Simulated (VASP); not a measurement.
# CdTe (F-43m) in VASP: further runs

The runs below take CdTe through relaxation of cell and atoms, with PBEsol.

Program: VASP 6.6.1. These are calculated values, not measurements. Logs are shortened: lines on timing, memory, paths and dates and some standing lists are left out, and cuts for length are marked.

## 1. Starting point

It takes space group F-43m (No. 216, cubic). Conventional cell: a = 6.410 Å, b = 6.410 Å, c = 6.410 Å, α = 90.00°, β = 90.00°, γ = 90.00°. Cd (site symmetry -43m) is surrounded by 4 Te at 2.78 Å. Te (site symmetry -43m) is surrounded by 4 Cd at 2.78 Å.

## 2. Relaxation of cell and atoms, PBEsol

INCAR reads:

```
SYSTEM = CdTe
  PREC = Accurate
  ENCUT = 600
  EDIFF = 1E-6
  ISMEAR = 0
  SIGMA = 0.03
  LREAL = .FALSE.
  LASPH = .TRUE.
  NELM = 80
  ALGO = Normal
  ISIF = 3
  LWAVE = .FALSE.
  LCHARG = .FALSE.
  GGA = PS
  IBRION = 2
  NSW = 90
  EDIFFG = -0.01
```

KPOINTS reads:

```
Automatic mesh
0
G
  8 8 8
  0 0 0
```

POSCAR reads:

```
CdTe
1.0
    0.0000000000      3.2050000000      3.2050000000
    3.2050000000      0.0000000000      3.2050000000
    3.2050000000      3.2050000000      0.0000000000
Cd Te
1 1
Direct
    0.0000000000      0.0000000000      0.0000000000
    0.2500000000      0.2500000000      0.2500000000
```

Potentials or basis: VASP PAW PBE potentials, release 64 (Cd, Te).

Command:

```
$ cat potpaw_PBE.64/Cd/POTCAR potpaw_PBE.64/Te/POTCAR > POTCAR
$ mpirun -np 1 vasp_std > vasp.out
```

OUTCAR:

```text
SYSTEM = CdTe
   PREC = Accurate
   ENCUT = 600
   EDIFF = 1E-6
   ISMEAR = 0
   LREAL = .FALSE.
   LASPH = .TRUE.
   NELM = 80
   ISIF = 3
   GGA = PS
   IBRION = 2
   NSW = 90
   EDIFFG = -0.01

 ion  position               nearest neighbor table
   1  0.000  0.000  0.000-   2 2.78   2 2.78   2 2.78   2 2.78
   2  0.250  0.250  0.250-   1 2.78   1 2.78   1 2.78   1 2.78

  LATTYP: Found a face centered cubic cell.
 ALAT       =     6.4100000000

  Lattice vectors:

 A1 = (   0.0000000000,   3.2050000000,   3.2050000000)
 A2 = (   3.2050000000,   0.0000000000,   3.2050000000)
 A3 = (   3.2050000000,   3.2050000000,   0.0000000000)

Analysis of symmetry for initial positions (statically):
=====================================================================
 Subroutine PRICEL returns:
 Original cell was already a primitive cell.

 Routine SETGRP: Setting up the symmetry group for a
 face centered cubic supercell.

 Subroutine GETGRP returns: Found 24 space group operations
 (whereof 24 operations were pure point group operations)
 out of a pool of 48 trial point group operations.

The static configuration has the point symmetry T_d .

Analysis of symmetry for dynamics (positions and initial velocities):
=====================================================================
 Subroutine PRICEL returns:
 Original cell was already a primitive cell.

 Routine SETGRP: Setting up the symmetry group for a
 face centered cubic supercell.

 Subroutine GETGRP returns: Found 24 space group operations
 (whereof 24 operations were pure point group operations)
 out of a pool of 48 trial point group operations.

The dynamic configuration has the point symmetry T_d .

 Subroutine INISYM returns: Found 24 space group operations
 (whereof 24 operations are pure point group operations),
 and found     1 'primitive' translations

----------------------------------------------------------------------------------------

                                     Primitive cell

  volume of cell :      65.8437

  direct lattice vectors                    reciprocal lattice vectors
     0.000000000  3.205000000  3.205000000    -0.156006240  0.156006240  0.156006240
     3.205000000  0.000000000  3.205000000     0.156006240 -0.156006240  0.156006240
     3.205000000  3.205000000  0.000000000     0.156006240  0.156006240 -0.156006240

  length of vectors
     4.532554467  4.532554467  4.532554467     0.270210734  0.270210734  0.270210734

  position of ions in fractional coordinates (direct lattice)
     0.000000000  0.000000000  0.000000000
     0.250000000  0.250000000  0.250000000

  ion indices of the primitive-cell ions
   primitive index   ion index
                 1           1
                 2           2

----------------------------------------------------------------------------------------

 KPOINTS: Automatic mesh

Automatic generation of k-mesh.
 Grid dimensions read from file:
 generate k-points for:    8    8    8

 Generating k-lattice:

  Cartesian coordinates                     Fractional coordinates (reciprocal lattice)
    -0.019500780  0.019500780  0.019500780     0.125000000  0.000000000  0.000000000
     0.019500780 -0.019500780  0.019500780     0.000000000  0.125000000  0.000000000
     0.019500780  0.019500780 -0.019500780     0.000000000  0.000000000  0.125000000

  Length of vectors
     0.033776342  0.033776342  0.033776342

  Shift w.r.t. Gamma in fractional coordinates (k-lattice)
     0.000000000  0.000000000  0.000000000

 Subroutine IBZKPT returns following result:
 ===========================================

 Found     29 irreducible k-points:

 Following reciprocal coordinates:
            Coordinates               Weight
  0.000000  0.000000  0.000000      1.000000
  0.125000  0.000000  0.000000      8.000000
  0.250000  0.000000  0.000000      8.000000
  0.375000  0.000000  0.000000      8.000000
  0.500000  0.000000  0.000000      4.000000
  0.125000  0.125000  0.000000      6.000000
[... 16 lines left out ...]
  0.500000  0.250000  0.125000     48.000000
 -0.375000  0.250000  0.125000     24.000000
 [... further k-points ...]
   k-points           NKPTS =     29   k-points in BZ     NKDIM =     29   number of bands    NBANDS=     13
   number of dos      NEDOS =    301   number of ions     NIONS =      2
   total plane-waves  NPLWV =  46656
   dimension x,y,z NGX =    36 NGY =   36 NGZ =   36
   dimension x,y,z NGXF=    72 NGYF=   72 NGZF=   72
   ions per type =               1   1
   NGX,Y,Z   is equivalent  to a cutoff of  13.20, 13.20, 13.20 a.u.
   NGXF,Y,Z  is equivalent  to a cutoff of  26.41, 26.41, 26.41 a.u.
 SYSTEM =  CdTe
   PREC   = accura    normal or accurate (medium, high low for compatibility)
   ISTART =      0    job   : 0-new  1-cont  2-samecut
   ICHARG =      2    charge: 1-file 2-atom 10-const
   ISPIN  =      1    spin polarized calculation?
   LNONCOLLINEAR =      F non collinear calculations
   LSORBIT =      F    spin-orbit coupling
   LASPH  =      T    aspherical Exc in radial PAW
   ENCUT  =  600.0 eV  44.10 Ry    6.64 a.u.   9.05  9.05  9.05*2*pi/ulx,y,z
   NELM   =     80;   NELMIN=  2; NELMDL= -5     # of ELM steps
   EDIFF  = 0.1E-05   stopping-criterion for ELM
   LREAL  =      F    real-space projection
   EDIFFG = -.1E-01   stopping-criterion for IOM
   NSW    =     90    number of steps for IOM
   IBRION =      2    ionic relax: 0-MD 1-quasi-New 2-CG
   NFREE  =      1    steps in history (QN), initial steepest desc. (CG)
   ISIF   =      3    stress and relaxation
   ISYM   =      2    0-nonsym 1-usesym 2-fastsym
   POTIM  = 0.5000    time-step for ionic-motion
   TEBEG  =    0.0;   TEEND  =   0.0 temperature during run
   PSTRESS=    0.0 pullay stress
   NELECT =      18.0000    total number of electrons
   NUPDOWN=      -1.0000    fix difference up-down
   EMIN   =  10.00;   EMAX   =-10.00  energy-range for DOS
   EFERMI =   0.00;   METHOD = LEGACY
   ISMEAR =     0;   SIGMA  =   0.03  broadening in eV -4-tet -1-fermi 0-gaus
   EFERMI_NEDOS =   21; number of points for ismear=-14 and -15
   IALGO  =     38    algorithm
   IMIX   =      4    mixing-type and parameters
     AMIX     =   0.40;   BMIX     =  1.00
     AMIX_MAG =   1.60;   BMIX_MAG =  1.00
  volume/ion in A,a.u.               =      32.92       222.17
  Fermi-wavevector in a.u.,A,eV,Ry     =   1.062497  2.007828 15.359610  1.128899
  Thomas-Fermi vector in A             =   2.197950
   LORBIT       =      0    0 simple, 1 ext, 2 COOP (PROOUT), +10 PAW based schemes
   GGA     = PS    functional components
   LHFCALC =     F    Hartree Fock is set to
   AEXX    =    0.0000 exact exchange contribution
   IVDW    =     0    specifies the selected vdW correction
   LEPSILON=     F    determine dielectric tensor
   LRPA    =     F    only Hartree local field effects (RPA)
 conjugate gradient relaxation of ions
 non-spin polarized calculation
 Gauss-broadening in eV      SIGMA  =   0.03
  energy-cutoff  :      600.00
  volume of cell :       65.84
 maximum number of plane-waves:      2216
   NGX = 19   NGY = 19   NGZ = 19

--------------------------------------- Ionic step        1  -------------------------------------------

 number of electron      17.9999995 magnetization

 Free energy of the ion-electron system (eV)
  ---------------------------------------------------
  ext. energy  EPLUGINS =         0.00000000
  ---------------------------------------------------
  free energy    TOTEN  =        -5.47427619 eV

  energy without entropy =       -5.47427619  energy(sigma->0) =       -5.47427619

------------------------ aborting loop because EDIFF is reached ----------------------------------------

  FORCE on cell =-STRESS in cart. coord.  units (eV):
  Direction    XX          YY          ZZ          XY          YZ          ZX
  --------------------------------------------------------------------------------------
  -------------------------------------------------------------------------------------
  Total        0.7455023      0.7455023      0.7455023      0.0000000      0.0000000      0.0000000
  in kB       18.1403410     18.1403410     18.1403410      0.0000000      0.0000000      0.0000000
  external PRESSURE =      18.1403410 kB  Pullay stress =       0.0000000 kB

 VOLUME and BASIS-vectors are now :
 -----------------------------------------------------------------------------
  energy-cutoff  :      600.00
  volume of cell :       65.84
      direct lattice vectors                 reciprocal lattice vectors
     0.000000000  3.205000000  3.205000000    -0.156006240  0.156006240  0.156006240
     3.205000000  0.000000000  3.205000000     0.156006240 -0.156006240  0.156006240
     3.205000000  3.205000000  0.000000000     0.156006240  0.156006240 -0.156006240
[... 37 lines left out ...]
 POSITION                                       TOTAL-FORCE (eV/Angst)
 -----------------------------------------------------------------------------------
      6.52527      3.26263      3.26263        -0.000000     -0.000000     -0.000000
      1.63132      1.63132      1.63132         0.000000      0.000000      0.000000
 -----------------------------------------------------------------------------------
    total drift:                               -0.000000     -0.000000     -0.000000

  FREE ENERGIE OF THE ION-ELECTRON SYSTEM (eV)
  ---------------------------------------------------
  free  energy   TOTEN  =        -5.4872113365 eV

  energy  without entropy=       -5.4872113364  energy(sigma->0) =       -5.48721134

--------------------------------------- Ionic step        3  -------------------------------------------

 number of electron      17.9999998 magnetization

 Free energy of the ion-electron system (eV)
  ---------------------------------------------------
  ext. energy  EPLUGINS =         0.00000000
  ---------------------------------------------------
  free energy    TOTEN  =        -5.48882193 eV

  energy without entropy =       -5.48882193  energy(sigma->0) =       -5.48882193

 E-fermi :   2.2768     XC(G=0):  -8.7509

 val. band max:        2.1502891744   @ k =   0.0000   0.0000   0.0000
 cond. band min:       2.7926268156   @ k =   0.0000   0.0000   0.0000
 fundamental gap:      0.6423376412
 Fermi energy:         2.2767844025

 k-point     1 :       0.0000    0.0000    0.0000
  band No.  band energies     occupation
      1      -9.0234      2.00000
      2      -6.0821      2.00000
      3      -6.0821      2.00000
      4      -6.0821      2.00000
      5      -5.8221      2.00000
      6      -5.8221      2.00000
      7       2.1503      2.00000
      8       2.1503      2.00000
      9       2.1503      2.00000
     10       2.7926      0.00000
     11       6.7009      0.00000
     12       6.7009      0.00000
     13       6.7009      0.00000

 k-point     2 :       0.1250    0.0000    0.0000
  band No.  band energies     occupation
      1      -8.9649      2.00000
      2      -6.0711      2.00000
      3      -6.0711      2.00000
      4      -6.0378      2.00000
      5      -5.8230      2.00000
      6      -5.8230      2.00000
      7       0.8965      2.00000
      8       2.0128      2.00000
      9       2.0128      2.00000
     10       3.7049      0.00000
     11       6.6641      0.00000
[... 339 lines left out ...]
 k-point    24 :      -0.3750    0.2500    0.1250
  band No.  band energies     occupation
      1      -8.5629      2.00000
      2      -5.9943      2.00000
      3      -5.9818      2.00000
      4      -5.8380      2.00000
      5      -5.8168      2.00000
      6      -5.3886      2.00000
      7      -2.0966      2.00000
      8       0.0760      2.00000
      9       0.8832      2.00000
     10       5.3125      0.00000
     11       6.6626      0.00000
     12       8.0610      0.00000
     13       9.2338      0.00000

 [... further k-points ...]

------------------------ aborting loop because EDIFF is reached ----------------------------------------

  FORCE on cell =-STRESS in cart. coord.  units (eV):
  Direction    XX          YY          ZZ          XY          YZ          ZX
  --------------------------------------------------------------------------------------
  -------------------------------------------------------------------------------------
  Total       -0.0020652     -0.0020652     -0.0020652      0.0000000      0.0000000      0.0000000
  in kB       -0.0482925     -0.0482925     -0.0482925      0.0000000      0.0000000      0.0000000
  external PRESSURE =      -0.0482925 kB  Pullay stress =       0.0000000 kB

 VOLUME and BASIS-vectors are now :
 -----------------------------------------------------------------------------
  energy-cutoff  :      600.00
  volume of cell :       68.52
      direct lattice vectors                 reciprocal lattice vectors
     0.000000000  3.247798188  3.247798188    -0.153950452  0.153950452  0.153950452
     3.247798188  0.000000000  3.247798188     0.153950452 -0.153950452  0.153950452
     3.247798188  3.247798188  0.000000000     0.153950452  0.153950452 -0.153950452

 POSITION                                       TOTAL-FORCE (eV/Angst)
 -----------------------------------------------------------------------------------
      0.00000      0.00000      0.00000        -0.000000      0.000000     -0.000000
      1.62390      1.62390      1.62390         0.000000     -0.000000      0.000000
 -----------------------------------------------------------------------------------
    total drift:                               -0.000000     -0.000000     -0.000000

  FREE ENERGIE OF THE ION-ELECTRON SYSTEM (eV)
  ---------------------------------------------------
  free  energy   TOTEN  =        -5.4888219292 eV

  energy  without entropy=       -5.4888219292  energy(sigma->0) =       -5.48882193

 reached required accuracy - stopping structural energy minimisation
```

Run time: 64 s. Hardware: 1 thread of Intel Xeon Platinum 8259CL at 2.50GHz (Skylake/Cascade Lake), shared host; peak memory 0.24 GiB.

What came out:

| Item | Value |
| --- | --- |
| Free energy | -5.4888 eV |
| Relaxed volume | 34.26 Å³/atom |
| Relaxed cell | a = 4.593 Å, b = 4.593 Å, c = 4.593 Å, α = 60.00°, β = 60.00°, γ = 60.00° |
| Space group after relaxing (to 0.05 Å) | F-43m (No. 216) |
| Energy gained by relaxing | 7.3 meV/atom |
| Ionic steps | 3 |
| Pressure after relaxing | 0.0 GPa |
| Band gap on the k mesh | 0.64 eV, direct |

The path:
```tsv
step	energy change (eV)	largest force (eV/Å)	pressure (GPa)	volume (Å³)
1	0.0000	0.0000	1.81	65.84
2	-0.0129	0.0000	-0.54	69.46
3	-0.0145	0.0000	0.00	68.52
```

Final structure:
```xyz
2
Lattice="0.0000 3.2478 3.2478 3.2478 0.0000 3.2478 3.2478 3.2478 0.0000" Properties=species:S:1:pos:R:3 pbc="T T T"
Cd    0.0000    0.0000    0.0000
Te    1.6239    1.6239    1.6239
```

Levels at points of the mesh, in eV from the valence-band top:
```tsv
k point	band 6	band 7	band 8	band 9	band 10	band 11	band 12	band 13
(0.00, 0.00, 0.00)	-7.97	0.00	0.00	0.00	0.64	4.55	4.55	4.55
(0.50, 0.00, 0.00)	-7.63	-4.44	-0.77	-0.77	1.73	5.13	5.13	6.93
(0.50, 0.50, 0.00)	-7.50	-4.32	-1.86	-1.86	2.51	2.60	8.69	9.04
```

Caveat: the PAW data sets were made with another functional, which shifts forces and pressure a little; spin-orbit coupling is left out, which moves the levels of the heavy elements. Zero-point motion and thermal expansion aren't in these numbers.

## 3. Relaxation of cell and atoms, PBEsol

This run uses another cell than the first one, of 34.26 Å³/atom, 1.041 times its volume.

Edit INCAR of step 2 so:

```diff
@@ -3,3 +3,3 @@
   ENCUT = 600
-  EDIFF = 1E-6
+  EDIFF = 1E-7
   ISMEAR = 0
@@ -16,2 +16,2 @@
   NSW = 90
-  EDIFFG = -0.01
+  EDIFFG = -0.005
```

KPOINTS is that of step 2.

POSCAR reads:

```
CdTe                                    
1.0
    0.0000000000      3.2477981882      3.2477981882
    3.2477981882      0.0000000000      3.2477981882
    3.2477981882      3.2477981882      0.0000000000
  Cd              Te            
     1     1
Direct
     0.0000000000000000    0.0000000000000000    0.0000000000000000
     0.2500000000000000    0.2500000000000000    0.2500000000000000
```

Potentials or basis: VASP PAW PBE potentials, release 64 (Cd, Te).

Command:

```
$ cat potpaw_PBE.64/Cd/POTCAR potpaw_PBE.64/Te/POTCAR > POTCAR
$ mpirun -np 1 vasp_std > vasp.out
```

It took 38 s on 1 thread of Intel Xeon Platinum 8259CL at 2.50GHz (Skylake/Cascade Lake), shared host; peak memory 0.25 GiB.

The run converged. Its results:

- Free energy: -5.4895 eV
- Pressure after relaxing: 0.0 GPa
- Band gap on the k mesh: 0.64 eV, direct

Final structure:
```yaml
crystal:
  lattice:
    - [0.00000, 3.24780, 3.24780]
    - [3.24780, 0.00000, 3.24780]
    - [3.24780, 3.24780, 0.00000]
  atoms:
    - { symbol: Cd, position: [0.00000, 0.00000, 0.00000] }
    - { symbol: Te, position: [0.25000, 0.25000, 0.25000] }
```

Levels at points of the mesh, in eV from the valence-band top:
| k point | band 5 | band 6 | band 7 | band 8 | band 9 | band 10 | band 11 | band 12 | band 13 |
| --- | --- | --- | --- | --- | --- | --- | --- | --- | --- |
| (0.00, 0.00, 0.00) | -7.97 | -7.97 | 0.00 | 0.00 | 0.00 | 0.64 | 4.55 | 4.55 | 4.55 |
| (0.50, 0.00, 0.00) | -7.96 | -7.63 | -4.44 | -0.77 | -0.77 | 1.73 | 5.13 | 5.13 | 6.93 |
| (0.50, 0.50, 0.00) | -7.94 | -7.50 | -4.32 | -1.86 | -1.86 | 2.51 | 2.60 | 8.69 | 9.04 |

Caveat: the relaxation stopped at its first step, so nothing moved; the PAW data sets were made with another functional, which shifts forces and pressure a little; spin-orbit coupling is left out, which moves the levels of the heavy elements. A hybrid or GW would open this gap; PBEsol tends to underestimate it.

(Continued in part 2 of 2.)
